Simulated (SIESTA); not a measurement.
Crystal: MnO.

```
CELL_PARAMETERS angstrom
3.37170 0.00000 0.00000
-1.68585 2.91998 0.00000
0.00000 0.00000 5.38550
ATOMIC_POSITIONS crystal
Mn 0.66667 0.33333 0.51096
Mn 0.33333 0.66667 0.01096
O 0.66667 0.33333 0.87547
O 0.33333 0.66667 0.37547
```

Measurements of this composition are mostly on another form, of space group No. 225.

Base run:

```yaml
Program: SIESTA 5.4.2
Functional: LDA
Potentials_or_basis: PseudoDojo 0.4 standard (LDA files)
Basis: DZP (energy shift 0.003 Ry; two zetas on semicore shells)
Grid_cutoff: 800 Ry
Energy_shift: 0.003 Ry
k_mesh: 9 × 9 × 5
Occupations: fermi-dirac, width 0.05 eV
Spin: collinear spin, ferromagnetic start
Starting_moments: "[4.0, 4.0, 0.0, 0.0] μB"
```

Its results: band gap on the k mesh none (metal or under the smearing width); pressure -3.1 GPa; net moment 9.92 μB per cell; site moments Mn +4.70; O +0.26 μB; largest force 0.648 eV/Å.

Q: The run is repeated on the same cell with these changes: functional from LDA to PBEsol; potentials or basis from PseudoDojo 0.4 standard (LDA files) to PseudoDojo 0.4 standard (PBEsol files). What comes out?

A: Band gap on the k mesh none (metal or under the smearing width); pressure 2.2 GPa; net moment 9.99 μB per cell; site moments Mn +4.78; O +0.22 μB; largest force 0.696 eV/Å.

Caveats: short orbitals over semicore shells can move pressures by several GPa; the basis of atomic orbitals isn't converged, which shifts pressures, moduli and gaps; semilocal functionals often make such compounds metallic where correlation or magnetic order opens a gap, which also shifts bond lengths; only a ferromagnetic start was run, and an antiferromagnetic order may lie lower in energy.
